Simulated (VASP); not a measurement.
# CdTe (F-43m) in VASP: further runs

Runs on CdTe. Level: PBE. Tasks: relaxation of cell and atoms.

Program: VASP 6.6.1. These are calculated values, not measurements. Logs are shortened: lines on timing, memory, paths and dates and some standing lists are left out, and cuts for length are marked.

### Step 1. The structure

The structure is cubic, space group F-43m (No. 216). The conventional cell has a = 6.410 Å, b = 6.410 Å, c = 6.410 Å, α = 90.00°, β = 90.00°, γ = 90.00°. Cd (site symmetry -43m) is surrounded by 4 Te at 2.78 Å. Around Te (site symmetry -43m) lie 4 Cd at 2.78 Å.

### Step 2. Relaxation of cell and atoms, PBE

File INCAR:

```
SYSTEM = CdTe
PREC = Accurate
ENCUT = 520
EDIFF = 1E-7
ISMEAR = 0
SIGMA = 0.02
LREAL = .FALSE.
LASPH = .TRUE.
NELM = 60
ALGO = Normal
ISIF = 3
LWAVE = .FALSE.
LCHARG = .FALSE.
GGA = PE
IBRION = 2
NSW = 80
EDIFFG = -0.15
```

File KPOINTS:

```
regular mesh
0
G
  8 8 8
  0 0 0
```

File POSCAR:

```
CdTe
1.0
    0.0000000000      3.2050000000      3.2050000000
    3.2050000000      0.0000000000      3.2050000000
    3.2050000000      3.2050000000      0.0000000000
Cd Te
1 1
Direct
    0.0000000000      0.0000000000      0.0000000000
    0.2500000000      0.2500000000      0.2500000000
```

Potentials or basis: VASP PAW PBE potentials, release 64 (Cd, Te).

The run is started by

```console
$ cat potpaw_PBE.64/Cd/POTCAR potpaw_PBE.64/Te/POTCAR > POTCAR
$ mpirun -np 1 vasp_std > vasp.out
```

OUTCAR:

```text
SYSTEM = CdTe
   PREC = Accurate
   ENCUT = 520
   EDIFF = 1E-7
   ISMEAR = 0
   LREAL = .FALSE.
   LASPH = .TRUE.
   NELM = 60
   ISIF = 3
   GGA = PE
   IBRION = 2
   NSW = 80
   EDIFFG = -0.15

 ion  position               nearest neighbor table
   1  0.000  0.000  0.000-   2 2.78   2 2.78   2 2.78   2 2.78
   2  0.250  0.250  0.250-   1 2.78   1 2.78   1 2.78   1 2.78

  LATTYP: Found a face centered cubic cell.
 ALAT       =     6.4100000000

  Lattice vectors:

 A1 = (   0.0000000000,   3.2050000000,   3.2050000000)
 A2 = (   3.2050000000,   0.0000000000,   3.2050000000)
 A3 = (   3.2050000000,   3.2050000000,   0.0000000000)

Analysis of symmetry for initial positions (statically):
=====================================================================
 Subroutine PRICEL returns:
 Original cell was already a primitive cell.

 Routine SETGRP: Setting up the symmetry group for a
 face centered cubic supercell.

 Subroutine GETGRP returns: Found 24 space group operations
 (whereof 24 operations were pure point group operations)
 out of a pool of 48 trial point group operations.

The static configuration has the point symmetry T_d .

Analysis of symmetry for dynamics (positions and initial velocities):
=====================================================================
 Subroutine PRICEL returns:
 Original cell was already a primitive cell.

 Routine SETGRP: Setting up the symmetry group for a
 face centered cubic supercell.

 Subroutine GETGRP returns: Found 24 space group operations
 (whereof 24 operations were pure point group operations)
 out of a pool of 48 trial point group operations.

The dynamic configuration has the point symmetry T_d .

 Subroutine INISYM returns: Found 24 space group operations
 (whereof 24 operations are pure point group operations),
 and found     1 'primitive' translations

----------------------------------------------------------------------------------------

                                     Primitive cell

  volume of cell :      65.8437

  direct lattice vectors                    reciprocal lattice vectors
     0.000000000  3.205000000  3.205000000    -0.156006240  0.156006240  0.156006240
     3.205000000  0.000000000  3.205000000     0.156006240 -0.156006240  0.156006240
     3.205000000  3.205000000  0.000000000     0.156006240  0.156006240 -0.156006240

  length of vectors
     4.532554467  4.532554467  4.532554467     0.270210734  0.270210734  0.270210734

  position of ions in fractional coordinates (direct lattice)
     0.000000000  0.000000000  0.000000000
     0.250000000  0.250000000  0.250000000

  ion indices of the primitive-cell ions
   primitive index   ion index
                 1           1
                 2           2

----------------------------------------------------------------------------------------

 KPOINTS: regular mesh

Automatic generation of k-mesh.
 Grid dimensions read from file:
 generate k-points for:    8    8    8

 Generating k-lattice:

  Cartesian coordinates                     Fractional coordinates (reciprocal lattice)
    -0.019500780  0.019500780  0.019500780     0.125000000  0.000000000  0.000000000
     0.019500780 -0.019500780  0.019500780     0.000000000  0.125000000  0.000000000
     0.019500780  0.019500780 -0.019500780     0.000000000  0.000000000  0.125000000

  Length of vectors
     0.033776342  0.033776342  0.033776342

  Shift w.r.t. Gamma in fractional coordinates (k-lattice)
     0.000000000  0.000000000  0.000000000

 Subroutine IBZKPT returns following result:
 ===========================================

 Found     29 irreducible k-points:

 Following reciprocal coordinates:
            Coordinates               Weight
  0.000000  0.000000  0.000000      1.000000
  0.125000  0.000000  0.000000      8.000000
  0.250000  0.000000  0.000000      8.000000
  0.375000  0.000000  0.000000      8.000000
  0.500000  0.000000  0.000000      4.000000
  0.125000  0.125000  0.000000      6.000000
[... 16 lines left out ...]
  0.500000  0.250000  0.125000     48.000000
 -0.375000  0.250000  0.125000     24.000000
 [... further k-points ...]
   k-points           NKPTS =     29   k-points in BZ     NKDIM =     29   number of bands    NBANDS=     13
   number of dos      NEDOS =    301   number of ions     NIONS =      2
   total plane-waves  NPLWV =  46656
   dimension x,y,z NGX =    36 NGY =   36 NGZ =   36
   dimension x,y,z NGXF=    72 NGYF=   72 NGZF=   72
   ions per type =               1   1
   NGX,Y,Z   is equivalent  to a cutoff of  13.20, 13.20, 13.20 a.u.
   NGXF,Y,Z  is equivalent  to a cutoff of  26.41, 26.41, 26.41 a.u.
 SYSTEM =  CdTe
   PREC   = accura    normal or accurate (medium, high low for compatibility)
   ISTART =      0    job   : 0-new  1-cont  2-samecut
   ICHARG =      2    charge: 1-file 2-atom 10-const
   ISPIN  =      1    spin polarized calculation?
   LNONCOLLINEAR =      F non collinear calculations
   LSORBIT =      F    spin-orbit coupling
   LASPH  =      T    aspherical Exc in radial PAW
   ENCUT  =  520.0 eV  38.22 Ry    6.18 a.u.   8.43  8.43  8.43*2*pi/ulx,y,z
   NELM   =     60;   NELMIN=  2; NELMDL= -5     # of ELM steps
   EDIFF  = 0.1E-06   stopping-criterion for ELM
   LREAL  =      F    real-space projection
   EDIFFG = -.1E+00   stopping-criterion for IOM
   NSW    =     80    number of steps for IOM
   IBRION =      2    ionic relax: 0-MD 1-quasi-New 2-CG
   NFREE  =      1    steps in history (QN), initial steepest desc. (CG)
   ISIF   =      3    stress and relaxation
   ISYM   =      2    0-nonsym 1-usesym 2-fastsym
   POTIM  = 0.5000    time-step for ionic-motion
   TEBEG  =    0.0;   TEEND  =   0.0 temperature during run
   PSTRESS=    0.0 pullay stress
   NELECT =      18.0000    total number of electrons
   NUPDOWN=      -1.0000    fix difference up-down
   EMIN   =  10.00;   EMAX   =-10.00  energy-range for DOS
   EFERMI =   0.00;   METHOD = LEGACY
   ISMEAR =     0;   SIGMA  =   0.02  broadening in eV -4-tet -1-fermi 0-gaus
   EFERMI_NEDOS =   21; number of points for ismear=-14 and -15
   IALGO  =     38    algorithm
   IMIX   =      4    mixing-type and parameters
     AMIX     =   0.40;   BMIX     =  1.00
     AMIX_MAG =   1.60;   BMIX_MAG =  1.00
  volume/ion in A,a.u.               =      32.92       222.17
  Fermi-wavevector in a.u.,A,eV,Ry     =   1.062497  2.007828 15.359610  1.128899
  Thomas-Fermi vector in A             =   2.197950
   LORBIT       =      0    0 simple, 1 ext, 2 COOP (PROOUT), +10 PAW based schemes
   GGA     = PE    functional components
   LHFCALC =     F    Hartree Fock is set to
   AEXX    =    0.0000 exact exchange contribution
   IVDW    =     0    specifies the selected vdW correction
   LEPSILON=     F    determine dielectric tensor
   LRPA    =     F    only Hartree local field effects (RPA)
 conjugate gradient relaxation of ions
 non-spin polarized calculation
 Gauss-broadening in eV      SIGMA  =   0.02
  energy-cutoff  :      520.00
  volume of cell :       65.84
 maximum number of plane-waves:      1807
 NGX is ok and might be reduce to    36
   NGX = 17   NGY = 17   NGZ = 17

--------------------------------------- Ionic step        1  -------------------------------------------

 number of electron      17.9999995 magnetization

 Free energy of the ion-electron system (eV)
  ---------------------------------------------------
  ext. energy  EPLUGINS =         0.00000000
  ---------------------------------------------------
  free energy    TOTEN  =        -4.72671762 eV

  energy without entropy =       -4.72671762  energy(sigma->0) =       -4.72671762

------------------------ aborting loop because EDIFF is reached ----------------------------------------

  FORCE on cell =-STRESS in cart. coord.  units (eV):
  Direction    XX          YY          ZZ          XY          YZ          ZX
  --------------------------------------------------------------------------------------
  -------------------------------------------------------------------------------------
  Total        1.8041106      1.8041106      1.8041106      0.0000000      0.0000000     -0.0000000
  in kB       43.8995058     43.8995058     43.8995058      0.0000000      0.0000000     -0.0000000
  external PRESSURE =      43.8995058 kB  Pullay stress =       0.0000000 kB
[... 57 lines left out ...]
  energy  without entropy=       -4.8051327844  energy(sigma->0) =       -4.80513278

--------------------------------------- Ionic step        3  -------------------------------------------

 number of electron      18.0000006 magnetization

 Free energy of the ion-electron system (eV)
  ---------------------------------------------------
  ext. energy  EPLUGINS =         0.00000000
  ---------------------------------------------------
  free energy    TOTEN  =        -4.81187026 eV

  energy without entropy =       -4.81187026  energy(sigma->0) =       -4.81187026

 E-fermi :   1.9247     XC(G=0):  -8.2993

 val. band max:        1.7797764665   @ k =   0.0000   0.0000   0.0000
 cond. band min:       2.3562012095   @ k =   0.0000   0.0000   0.0000
 fundamental gap:      0.5764247429
 Fermi energy:         1.9247497893

 k-point     1 :       0.0000    0.0000    0.0000
  band No.  band energies     occupation
      1      -9.0432      2.00000
      2      -6.3044      2.00000
      3      -6.3044      2.00000
      4      -6.3044      2.00000
      5      -6.0890      2.00000
      6      -6.0890      2.00000
      7       1.7798      2.00000
      8       1.7798      2.00000
      9       1.7798      2.00000
     10       2.3562      0.00000
     11       6.4197      0.00000
     12       6.4197      0.00000
     13       6.4197      0.00000
[... 353 lines left out ...]
 k-point    24 :      -0.3750    0.2500    0.1250
  band No.  band energies     occupation
      1      -8.6541      2.00000
      2      -6.2309      2.00000
      3      -6.2212      2.00000
      4      -6.1008      2.00000
      5      -6.0839      2.00000
      6      -5.7064      2.00000
      7      -2.1331      2.00000
      8      -0.0713      2.00000
      9       0.6631      2.00000
     10       4.8683      0.00000
     11       6.4410      0.00000
     12       7.6586      0.00000
     13       8.7939      0.00000

 [... further k-points ...]
[... 5 lines left out ...]
  --------------------------------------------------------------------------------------
  -------------------------------------------------------------------------------------
  Total        0.0085938      0.0085938      0.0085938     -0.0000000     -0.0000000     -0.0000000
  in kB        0.1895867      0.1895867      0.1895867     -0.0000000     -0.0000000     -0.0000000
  external PRESSURE =       0.1895867 kB  Pullay stress =       0.0000000 kB
[... 17 lines left out ...]
  FREE ENERGIE OF THE ION-ELECTRON SYSTEM (eV)
  ---------------------------------------------------
  free  energy   TOTEN  =        -4.8118702614 eV

  energy  without entropy=       -4.8118702614  energy(sigma->0) =       -4.81187026

 reached required accuracy - stopping structural energy minimisation
```

Run time: 57 s. Hardware: 1 thread of Intel Xeon Platinum 8259CL at 2.50GHz (Skylake/Cascade Lake), shared host; peak memory 0.23 GiB.

What came out:

- Free energy: -4.8119 eV
- Relaxed volume: 36.31 Å³/atom
- Relaxed cell: a = 4.683 Å, b = 4.683 Å, c = 4.683 Å, α = 60.00°, β = 60.00°, γ = 60.00°
- Space group after relaxing (to 0.05 Å): F-43m (No. 216)
- Energy gained by relaxing: 42.6 meV/atom
- Ionic steps: 3
- Pressure after relaxing: 0.0 GPa
- Band gap on the k mesh: 0.58 eV, direct

Step by step:
| step | energy change (eV) | largest force (eV/Å) | pressure (GPa) | volume (Å³) |
| --- | --- | --- | --- | --- |
| 1 | 0.0000 | 0.0000 | 4.39 | 65.84 |
| 2 | -0.0784 | 0.0000 | -0.97 | 74.82 |
| 3 | -0.0852 | 0.0000 | 0.02 | 72.63 |

Final structure:
```
CELL_PARAMETERS angstrom
0.00000 3.31146 3.31146
3.31146 0.00000 3.31146
3.31146 3.31146 0.00000
ATOMIC_POSITIONS crystal
Cd 0.00000 0.00000 0.00000
Te 0.25000 0.25000 0.25000
```

Caveat: spin-orbit coupling is left out, which moves the levels of the heavy elements; the volume moved by +10 % from the deposited cell, more than functionals usually miss; the relaxation stopped at a loose force limit of 0.15 eV/Å, so its end isn't a converged minimum. PBE usually gives volumes a little too large and moduli too small.

### Step 3. Relaxation of cell and atoms, PBE

This run uses another cell than the first one, of 36.31 Å³/atom, 1.103 times its volume.

INCAR is that of step 2.

KPOINTS is that of step 2.

File POSCAR:

```
CdTe                                    
1.0
    0.0000000000      3.3114561204      3.3114561204
    3.3114561204      0.0000000000      3.3114561204
    3.3114561204      3.3114561204     -0.0000000000
  Cd              Te            
     1     1
Direct
     0.0000000000000000    0.0000000000000000    0.0000000000000000
     0.2500000000000000    0.2500000000000000    0.2500000000000000
```

Potentials or basis: VASP PAW PBE potentials, release 64 (Cd, Te).

The run is started by

```console
$ cat potpaw_PBE.64/Cd/POTCAR potpaw_PBE.64/Te/POTCAR > POTCAR
$ mpirun -np 1 vasp_std > vasp.out
```

Run time: 22 s. Hardware: 1 thread of Intel Xeon Platinum 8259CL at 2.50GHz (Skylake/Cascade Lake), shared host; peak memory 0.21 GiB.

The run converged. Its results:

```yaml
Free_energy: -4.8121 eV
Pressure_after_relaxing: 0.0 GPa
Band_gap_on_the_k_mesh: 0.58 eV, direct
```

Final structure:
```cif
data_structure
_symmetry_space_group_name_H-M 'P 1'
_symmetry_Int_Tables_number 1
_cell_length_a 4.6831
_cell_length_b 4.6831
_cell_length_c 4.6831
_cell_angle_alpha 60.000
_cell_angle_beta 60.000
_cell_angle_gamma 60.000
_cell_volume 72.63
loop_
_atom_site_label
_atom_site_type_symbol
_atom_site_fract_x
_atom_site_fract_y
_atom_site_fract_z
_atom_site_occupancy
Cd1 Cd 0.00000 0.00000 0.00000 1
Te1 Te 0.25000 0.25000 0.25000 1
```

Levels at points of the mesh, in eV from the valence-band top:
| k point | band 5 | band 6 | band 7 | band 8 | band 9 | band 10 | band 11 | band 12 | band 13 |
| --- | --- | --- | --- | --- | --- | --- | --- | --- | --- |
| (0.00, 0.00, 0.00) | -7.87 | -7.87 | 0.00 | 0.00 | 0.00 | 0.58 | 4.64 | 4.64 | 4.64 |
| (0.50, 0.00, 0.00) | -7.86 | -7.57 | -4.07 | -0.68 | -0.68 | 1.75 | 5.21 | 5.21 | 7.01 |
| (0.50, 0.50, 0.00) | -7.84 | -7.45 | -4.00 | -1.65 | -1.65 | 2.67 | 2.75 | 8.50 | 8.80 |

Caveat: the relaxation stopped at its first step, so nothing moved; spin-orbit coupling is left out, which moves the levels of the heavy elements; the relaxation stopped at a loose force limit of 0.15 eV/Å, so its end isn't a converged minimum. Expect the measured gap to be larger: semilocal functionals such as PBE lack the derivative discontinuity.
